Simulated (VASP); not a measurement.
Crystal: SnH.

```
Sn H
1.0
     0.00000    1.91642    1.91642
     1.91642    0.00000    1.91642
     1.91642    1.91642    0.00000
Sn H
1 1
Direct
  0.00000 0.00000 0.00000
  0.50000 0.50000 0.50000
```

The cell comes from a database or a generator and needn't be the stable form of this composition.

The cell isn't the ideal one: Co -> Sn on all its sites, in the parent's cell.

- Program: VASP 6.6.1
- Task: relaxation of cell and atoms
- Functional: PBEsol
- Potentials or basis: VASP PAW PBE potentials, release 64 (Sn_d, H)
- Cutoff: 600 eV
- k mesh: 8 × 8 × 8
- Occupations: gaussian, width 0.1 eV
- Spin: no spin polarisation

At the start: pressure 230.3 GPa; volume 7.04 Å³/atom.

Task: Where does the relaxation end?

Result: Over 5 steps the energy falls by 2762.5 meV/atom and the volume is 14.67 Å³/atom (+108.4 %); space group Fm-3m (No. 225, to 0.05 Å).

The path:
| step | energy change (eV) | largest force (eV/Å) | pressure (GPa) | volume (Å³) |
| --- | --- | --- | --- | --- |
| 1 | 0.0000 | 0.0000 | 230.34 | 14.08 |
| 2 | -4.6382 | 0.0000 | -10.42 | 46.39 |
| 3 | -5.5087 | 0.0000 | 3.79 | 27.74 |
| 4 | -5.5133 | 0.0000 | -2.64 | 30.61 |
| 5 | -5.5251 | 0.0000 | -0.26 | 29.34 |

Final structure:
```
Sn H
1.0
     0.00000    2.44794    2.44794
     2.44794    0.00000    2.44794
     2.44794    2.44794    0.00000
Sn H
1 1
Cartesian
  0.0000 0.0000 0.0000
  2.4479 2.4479 2.4479
```

Caveat: the volume moved by over 15 % at a fixed basis, so the end points are rough; the PAW data sets were made with another functional, which shifts forces and pressure a little.
